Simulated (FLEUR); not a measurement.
# CdSe (Cadmoselite) (P6_3mc) in FLEUR: settings compared

Aim: see how the results for CdSe (Cadmoselite) move with the level of theory and the settings. Levels: revPBE, LDA (Wigner correlation). Tasks: equation of state, band structure.

Program: FLEUR MaX-R8.1 (later development tree). These are calculated values, not measurements. Logs are shortened: lines on timing, memory, paths and dates and some standing lists are left out, and cuts for length are marked.

**What was measured.**

A printed reference work, data compilation reports, for a bulk crystal of CdSe at 2 K: band gap 1.841 eV.

How close the calculation comes is told below.

### Step 1. The crystal as given

It takes space group P6_3mc (No. 186, hexagonal). The conventional cell has a = 4.300 Å, b = 4.300 Å, c = 7.020 Å, α = 90.00°, β = 90.00°, γ = 120.00°. Cd (site symmetry 3m) has 4 Se at 2.61 to 2.70 Å as nearest neighbours. Se (site symmetry 3m) has 4 Cd at 2.61 to 2.70 Å as nearest neighbours.

### Step 2. Equation of state, revPBE, 26.42 Å³/atom (volume scaled by 0.94)

Contents of inp.xml:

```xml
<?xml version="1.0" encoding="UTF-8" standalone="no"?>
<fleurInput fleurInputVersion="0.39">
   <comment>
      CdSe                                                                                                
   </comment>
   <calculationSetup>
      <cutoffs Kmax="4.8" Gmax="14.9" GmaxXC="14.9" numbands="0"/>
      <scfLoop itmax="60" minDistance="0.00001" maxIterBroyd="15" imix="Anderson" alpha="0.05" precondParam="0.0" spinf="2.0" sdNocoIR="T"/>
      <coreElectrons ctail="T" frcor="F" kcrel="0" coretail_lmax="0"/>
      <xcFunctional name="rpbe" relativisticCorrections="F"/>
      <magnetism jspins="1"/>
      <soc l_soc="F" theta="0.0" phi="0.0" spav="F"/>
      <expertModes spex="0" secvar="F"/>
      <geometryOptimization l_f="F" forcealpha="1.0" forcemix="BFGS" epsdisp="0.00001" epsforce="0.00001"/>
      <ldaU l_linMix="F" mixParam="0.05" spinf="1.0"/>
   </calculationSetup>
   <cell>
      <bzIntegration valenceElectrons="72.0" mode="hist" fermiSmearingEnergy="0.00183747">
         <kPointListSelection listName="default-1"/>
         <!-- k-points included here -->
         <xi:include xmlns:xi="http://www.w3.org/2001/XInclude" href="kpts.xml"> </xi:include>
      </bzIntegration>
      <!-- symmetry operations included here -->
      <xi:include xmlns:xi="http://www.w3.org/2001/XInclude" href="sym.xml"> </xi:include>
      <bulkLattice scale="0.9795861087">
         <bravaisMatrix>
            <row-1>    8.1258223357799988     0.0000000000000000     0.0000000000000000</row-1>
            <row-2>   -4.0629111678899994     7.0371685694753445     0.0000000000000000</row-2>
            <row-3>    0.0000000000000000     0.0000000000000000    13.2658773946919979</row-3>
         </bravaisMatrix>
      </bulkLattice>
   </cell>
   <atomSpecies>
      <species name="Cadmium (Cd)" element="Cd" atomicNumber="48">
         <mtSphere radius="2.4" gridPoints="817" logIncrement="0.016"/>
         <atomicCutoffs lmax="10" lnonsphr="8"/>
         <electronConfig flipSpins="F">
            <coreConfig>(1s1/2) (2s1/2) (2p1/2) (2p3/2) (3s1/2) (3p1/2) (3p3/2) (3d3/2) (3d5/2)</coreConfig>
            <valenceConfig>(4s1/2) (4p1/2) (4p3/2) (5s1/2) (4d3/2) (4d5/2)</valenceConfig>
         </electronConfig>
         <energyParameters s="5" p="5" d="4" f="4"/>
         <lo type="SCLO" l="0" n="4" eDeriv="0"/>
         <lo type="SCLO" l="1" n="4" eDeriv="0"/>
         <lo type="SCLO" l="1" n="4" eDeriv="1"/>
         <lo type="SCLO" l="2" n="4" eDeriv="2"/>
         <lo type="SCLO" l="3" n="4" eDeriv="2"/>
      </species>
      <species name="Selenium (Se)" element="Se" atomicNumber="34">
         <mtSphere radius="2.04" gridPoints="695" logIncrement="0.018"/>
         <atomicCutoffs lmax="8" lnonsphr="6"/>
         <electronConfig flipSpins="F">
            <coreConfig>(1s1/2) (2s1/2) (2p1/2) (2p3/2) (3s1/2) (3p1/2) (3p3/2)</coreConfig>
            <valenceConfig>(3d3/2) (3d5/2) (4s1/2) (4p1/2) (4p3/2)</valenceConfig>
            <stateOccupation state="(4p1/2)" spinUp="0.666667" spinDown="0.666667"/>
            <stateOccupation state="(4p3/2)" spinUp="1.333333" spinDown="1.333333"/>
         </electronConfig>
         <energyParameters s="4" p="4" d="4" f="4"/>
         <lo type="SCLO" l="2" n="3" eDeriv="0"/>
         <lo type="SCLO" l="0" n="4" eDeriv="2"/>
         <lo type="SCLO" l="1" n="4" eDeriv="2"/>
         <lo type="SCLO" l="3" n="4" eDeriv="2"/>
      </species>
   </atomSpecies>
   <atomGroups>
      <atomGroup species="Cadmium (Cd)">
         <relPos label="                   1">-1.000/3.000 1.000/3.000 1.000/2.000</relPos>
         <relPos label="                   2">1.000/3.000 -1.000/3.000 .0000000000</relPos>
         <force calculate="T" relaxXYZ="TTT"/>
      </atomGroup>
      <atomGroup species="Selenium (Se)">
         <relPos label="                   3">-1.000/3.000 1.000/3.000 -.1150000000</relPos>
         <relPos label="                   4">1.000/3.000 -1.000/3.000 .3850000000</relPos>
         <force calculate="T" relaxXYZ="TTT"/>
      </atomGroup>
   </atomGroups>
   <output dos="F" band="F" slice="F">
      <checks vchk="F" cdinf="F"/>
      <bandDOS minEnergy="-.5*Htr" maxEnergy="0.5*Htr" sigma="0.015" storeEVData="T"/>
      <vacuumDOS vacdos="F" integ="F" star="F" nstars="0" locx1="0.0" locy1="0.0" locx2="0.0" locy2="0.0" nstm="0" tworkf="0.0"/>
      <unfoldingBand unfoldBand="F" supercellX="1" supercellY="1" supercellZ="1"/>
      <plotting iplot="0" polar="F">
         <plot TwoD="T" vec1="  1.0  0.0  0.0" vec2="  0.0  1.0  0.0" vec3="  0.0  0.0  1.0" zero="  0.0  0.0  0.0" file="plot"/>
      </plotting>
      <chargeDensitySlicing numkpt="0" minEigenval="0.0" maxEigenval="0.0" nnne="0" pallst="F"/>
      <specialOutput eonly="F"/>
      <moessbauerParams electricFieldGradient="T" isomerShift="T" coreHyperfine="T" valenceHyperfine="T"/>
      <magneticCircularDichroism mcd="F" energyLo="-10.0" energyUp="0.0"/>
   </output>
  <!-- We include the file relax.xml here to enable relaxations (see documentation) -->
  <xi:include xmlns:xi="http://www.w3.org/2001/XInclude" href="relax.xml"> <xi:fallback/> </xi:include>
</fleurInput>
```

Potentials or basis: all-electron, FLAPW.

Started as:

```sh
$ inpgen -f crystal.txt -profile fastHighL
$ # inp.xml edited to the form shown
$ fleur_MPI
```

What it wrote:

```text
Welcome to FLEUR        (www.flapw.de)
      MaX-Release 8.1          (www.max-centre.eu)

 ========== k-point set info ==========
 Selected k-point list: default-1
 k-point list type: mesh
 7 x 7 x 4
 Number of k points: 24

 ------------Calculation Setup---------------------------
 Number of MPI-tasks      :            1
 Number of PE/node        :            1
 Number of OMP-threads    :            1
 Most efficient MPI parallelization for:
           1           2           3           4           6           8          12          24
 Additional eigenvalue parallelization possible
 Number of basis functions:         1487
 Approximate size of matrices (H+S) per k-point:         0.066 GB
 --------------------------------------------------------
 Iteration:     1   Distance:       6.44174763 me/bohr^3
 Iteration:     2   Distance:       5.84199035 me/bohr^3
 Iteration:     3   Distance:       3.34177052 me/bohr^3
 Iteration:     4   Distance:       1.26418584 me/bohr^3
 Iteration:     5   Distance:       0.97149624 me/bohr^3
 Iteration:     6   Distance:       0.20425907 me/bohr^3
 Iteration:     7   Distance:       0.08684703 me/bohr^3
 Iteration:     8   Distance:       0.06045590 me/bohr^3
 Iteration:     9   Distance:       0.00656509 me/bohr^3
 Iteration:    10   Distance:       0.00601833 me/bohr^3
 Iteration:    11   Distance:       0.00130135 me/bohr^3
 Iteration:    12   Distance:       0.00061729 me/bohr^3
 Iteration:    13   Distance:       0.00038403 me/bohr^3
 Iteration:    14   Distance:       0.00004805 me/bohr^3
 Iteration:    15   Distance:       0.00003850 me/bohr^3
 Iteration:    16   Distance:       0.00003487 me/bohr^3
 Iteration:    17   Distance:       0.00001990 me/bohr^3
 Iteration:    18   Distance:       0.00000673 me/bohr^3

 ********************************************************************
 Run finished successfully
 Stop message:
   all done
 ********************************************************************
```

Wall time 17 min (1 thread of Arm Neoverse V2, shared host); peak memory 0.19 GiB.

Results:

- Free energy: -436833.9587 eV
- Band gap on the k mesh: 0.97 eV, direct
- Valence electrons inside the program's atomic spheres: Cd 18.27; Se 13.43 (radii Cd 2.4, Se 2.04 bohr)

### Step 3. Equation of state, revPBE, 26.98 Å³/atom (volume scaled by 0.96)

Edit inp.xml of step 2 so:

```diff
@@ -24,3 +24,3 @@
       <xi:include xmlns:xi="http://www.w3.org/2001/XInclude" href="sym.xml"> </xi:include>
-      <bulkLattice scale="0.9795861087">
+      <bulkLattice scale="0.9864848297">
          <bravaisMatrix>
```

Potentials or basis: all-electron, FLAPW.

Started as:

```sh
$ inpgen -f crystal.txt -profile fastHighL
$ # inp.xml edited to the form shown
$ fleur_MPI
```

Wall time 18 min (1 thread of Arm Neoverse V2, shared host); peak memory 0.2 GiB.

It converged, with:

| Quantity | Value |
| --- | --- |
| Free energy | -436834.0702 eV |
| Band gap on the k mesh | 0.92 eV, direct |
| Valence electrons inside the program's atomic spheres | Cd 18.25; Se 13.41 (radii Cd 2.4, Se 2.04 bohr) |

### Step 4. Equation of state, revPBE, 28.10 Å³/atom

Edit inp.xml of step 3 so:

```diff
@@ -24,3 +24,3 @@
       <xi:include xmlns:xi="http://www.w3.org/2001/XInclude" href="sym.xml"> </xi:include>
-      <bulkLattice scale="0.9864848297">
+      <bulkLattice scale="1.0000000000">
          <bravaisMatrix>
```

Started as:

```sh
$ inpgen -f crystal.txt -profile fastHighL
$ # inp.xml edited to the form shown
$ fleur_MPI
```

It took 21 min on 1 thread of Arm Neoverse V2, shared host; peak memory 0.2 GiB.

It converged, with:

| Quantity | Value |
| --- | --- |
| Free energy | -436834.2326 eV |
| Band gap on the k mesh | 0.83 eV, direct |
| Valence electrons inside the program's atomic spheres | Cd 18.22; Se 13.40 (radii Cd 2.4, Se 2.04 bohr) |

### Step 5. Band structure, LDA (Wigner correlation)

Changes to inp.xml since step 4:

```diff
@@ -6,6 +6,6 @@
    <calculationSetup>
-      <cutoffs Kmax="4.8" Gmax="14.9" GmaxXC="14.9" numbands="0"/>
+      <cutoffs Kmax="4.67" Gmax="14.5" GmaxXC="14.5" numbands="0"/>
       <scfLoop itmax="60" minDistance="0.00001" maxIterBroyd="15" imix="Anderson" alpha="0.05" precondParam="0.0" spinf="2.0" sdNocoIR="T"/>
       <coreElectrons ctail="T" frcor="F" kcrel="0" coretail_lmax="0"/>
-      <xcFunctional name="rpbe" relativisticCorrections="F"/>
+      <xcFunctional name="wign" relativisticCorrections="F"/>
       <magnetism jspins="1"/>
@@ -24,3 +24,3 @@
       <xi:include xmlns:xi="http://www.w3.org/2001/XInclude" href="sym.xml"> </xi:include>
-      <bulkLattice scale="1.0000000000">
+      <bulkLattice scale="1.0">
          <bravaisMatrix>
@@ -34,3 +34,3 @@
       <species name="Cadmium (Cd)" element="Cd" atomicNumber="48">
-         <mtSphere radius="2.4" gridPoints="817" logIncrement="0.016"/>
+         <mtSphere radius="2.47" gridPoints="817" logIncrement="0.016"/>
          <atomicCutoffs lmax="10" lnonsphr="8"/>
@@ -48,3 +48,3 @@
       <species name="Selenium (Se)" element="Se" atomicNumber="34">
-         <mtSphere radius="2.04" gridPoints="695" logIncrement="0.018"/>
+         <mtSphere radius="2.1" gridPoints="695" logIncrement="0.018"/>
          <atomicCutoffs lmax="8" lnonsphr="6"/>
```

Contents of crystal.txt:

```
CdSe
&input cartesian=F /
4.3000000000  0.0000000000  0.0000000000
-2.1500000000  3.7239092363  0.0000000000
0.0000000000  0.0000000000  7.0200000000
1.8897261246
1.0 1.0 1.0

4
48 0.6666666667  0.3333333333  0.5000000000
48 0.3333333333  0.6666666667  0.0000000000
34 0.6666666667  0.3333333333  0.8850000000
34 0.3333333333  0.6666666667  0.3850000000

&kpt div1=7 div2=7 div3=4 gamma=T /
```

Contents of inp.xml (bands):

```
<?xml version="1.0" encoding="UTF-8" standalone="no"?>
<fleurInput fleurInputVersion="0.39">
   <comment>
      CdSe                                                                                                
   </comment>
   <calculationSetup>
      <cutoffs Kmax="4.67" Gmax="14.5" GmaxXC="14.5" numbands="0"/>
      <scfLoop itmax="60" minDistance="0.00001" maxIterBroyd="15" imix="Anderson" alpha="0.05" precondParam="0.0" spinf="2.0" sdNocoIR="T"/>
      <coreElectrons ctail="T" frcor="F" kcrel="0" coretail_lmax="0"/>
      <xcFunctional name="wign" relativisticCorrections="F"/>
      <magnetism jspins="1"/>
      <soc l_soc="F" theta="0.0" phi="0.0" spav="F"/>
      <expertModes spex="0" secvar="F"/>
      <geometryOptimization l_f="F" forcealpha="1.0" forcemix="BFGS" epsdisp="0.00001" epsforce="0.00001"/>
      <ldaU l_linMix="F" mixParam="0.05" spinf="1.0"/>
   </calculationSetup>
   <cell>
      <bzIntegration valenceElectrons="72.0" mode="hist" fermiSmearingEnergy="0.00183747">
         <kPointListSelection listName="path-1"/>
         <!-- k-points included here -->
         <xi:include xmlns:xi="http://www.w3.org/2001/XInclude" href="kpts.xml"> </xi:include>
      </bzIntegration>
      <!-- symmetry operations included here -->
      <xi:include xmlns:xi="http://www.w3.org/2001/XInclude" href="sym.xml"> </xi:include>
      <bulkLattice scale="1.0">
         <bravaisMatrix>
[... 32 lines left out ...]
         <lo type="SCLO" l="0" n="4" eDeriv="2"/>
         <lo type="SCLO" l="1" n="4" eDeriv="2"/>
         <lo type="SCLO" l="3" n="4" eDeriv="2"/>
      </species>
   </atomSpecies>
   <atomGroups>
      <atomGroup species="Cadmium (Cd)">
         <relPos label="                   1">-1.000/3.000 1.000/3.000 1.000/2.000</relPos>
         <relPos label="                   2">1.000/3.000 -1.000/3.000 .0000000000</relPos>
         <force calculate="T" relaxXYZ="TTT"/>
      </atomGroup>
      <atomGroup species="Selenium (Se)">
         <relPos label="                   3">-1.000/3.000 1.000/3.000 -.1150000000</relPos>
         <relPos label="                   4">1.000/3.000 -1.000/3.000 .3850000000</relPos>
         <force calculate="T" relaxXYZ="TTT"/>
      </atomGroup>
   </atomGroups>
   <output dos="F" band="T" slice="F">
      <checks vchk="F" cdinf="F"/>
      <bandDOS minEnergy="-.5*Htr" maxEnergy="0.5*Htr" sigma="0.015" storeEVData="T"/>
      <vacuumDOS vacdos="F" integ="F" star="F" nstars="0" locx1="0.0" locy1="0.0" locx2="0.0" locy2="0.0" nstm="0" tworkf="0.0"/>
      <unfoldingBand unfoldBand="F" supercellX="1" supercellY="1" supercellZ="1"/>
      <plotting iplot="0" polar="F">
         <plot TwoD="T" vec1="  1.0  0.0  0.0" vec2="  0.0  1.0  0.0" vec3="  0.0  0.0  1.0" zero="  0.0  0.0  0.0" file="plot"/>
      </plotting>
      <chargeDensitySlicing numkpt="0" minEigenval="0.0" maxEigenval="0.0" nnne="0" pallst="F"/>
      <specialOutput eonly="F"/>
      <moessbauerParams electricFieldGradient="T" isomerShift="T" coreHyperfine="T" valenceHyperfine="T"/>
      <magneticCircularDichroism mcd="F" energyLo="-10.0" energyUp="0.0"/>
   </output>
  <!-- We include the file relax.xml here to enable relaxations (see documentation) -->
  <xi:include xmlns:xi="http://www.w3.org/2001/XInclude" href="relax.xml"> <xi:fallback/> </xi:include>
</fleurInput>
```

Started as:

```sh
$ inpgen -f crystal.txt -profile fastHighL
$ # inp.xml edited to the form shown
$ fleur_MPI
$ fleur_MPI   # second run, on inp.xml (bands)
```

Wall time 21 min (1 thread of Arm Neoverse V1, shared host); peak memory 0.18 GiB.

The run converged. Its results:

```
Free energy                                           : -436190.6167 eV
Band gap on the k mesh                                : 0.36 eV, direct
Band gap along the path                               : 0.36 eV, direct
Valence electrons inside the program's atomic spheres : Cd 18.38; Se 13.57 (radii Cd 2.47, Se 2.1 bohr)
```

Levels at the corners of the path, in eV from the valence-band top:
| point | band 33 | band 34 | band 35 | band 36 | band 37 | band 38 | band 39 | band 40 |
| --- | --- | --- | --- | --- | --- | --- | --- | --- |
| Γ | -0.74 | -0.03 | 0.00 | 0.00 | 0.36 | 1.83 | 5.66 | 5.66 |
| M | -2.67 | -1.93 | -1.31 | -0.86 | 2.97 | 3.03 | 4.54 | 5.91 |
| K | -3.20 | -1.87 | -1.87 | -1.86 | 4.07 | 4.62 | 4.62 | 6.76 |
| Γ | -0.74 | -0.03 | 0.00 | 0.00 | 0.36 | 1.83 | 5.66 | 5.66 |
| A | -0.39 | -0.39 | -0.39 | -0.39 | 2.06 | 2.06 | 5.55 | 5.55 |
| L | -1.43 | -1.43 | -1.35 | -1.35 | 2.69 | 2.69 | 4.55 | 4.55 |
| H | -2.60 | -2.60 | -1.10 | -1.10 | 3.55 | 3.55 | 5.61 | 5.61 |
| A | -0.39 | -0.39 | -0.39 | -0.39 | 2.06 | 2.06 | 5.55 | 5.55 |
| L | -1.43 | -1.43 | -1.35 | -1.35 | 2.69 | 2.69 | 4.55 | 4.55 |
| M | -2.67 | -1.93 | -1.31 | -0.86 | 2.97 | 3.03 | 4.54 | 5.91 |
| K | -3.20 | -1.87 | -1.87 | -1.86 | 4.07 | 4.62 | 4.62 | 6.76 |
| H | -2.60 | -2.60 | -1.10 | -1.10 | 3.55 | 3.55 | 5.61 | 5.61 |

Core levels (eV from the Fermi level):
```tsv
atom	levels
1 Cd	1s1/2 -26472.0, 2s1/2 -3925.8, 2p1/2 -3656.5, 2p3/2 -3464.3, 3s1/2 -727.5, 3p1/2 -619.4, 3p3/2 -585.1, 3d3/2 -393.1, 3d5/2 -386.1
2 Cd	1s1/2 -26472.0, 2s1/2 -3925.8, 2p1/2 -3656.5, 2p3/2 -3464.3, 3s1/2 -727.5, 3p1/2 -619.4, 3p3/2 -585.1, 3d3/2 -393.1, 3d5/2 -386.1
3 Se	1s1/2 -12471.9, 2s1/2 -1596.9, 2p1/2 -1433.3, 2p3/2 -1391.6, 3s1/2 -205.8, 3p1/2 -149.9, 3p3/2 -144.0
4 Se	1s1/2 -12471.9, 2s1/2 -1596.9, 2p1/2 -1433.3, 2p3/2 -1391.6, 3s1/2 -205.8, 3p1/2 -149.9, 3p3/2 -144.0
```

### Step 6. How close it comes

Step 5. Against the measured gap of CdSe, 1.841 eV (2 K; a printed reference work, data compilation), the calculated 0.36 eV is off by -1.48 eV. So large a miss can be the level of theory's own, or it may mean another phase, state or a wrong row. Spin-orbit coupling on Cd, Se is left out. The value is that of LDA (Wigner correlation), without temperature or zero-point motion.
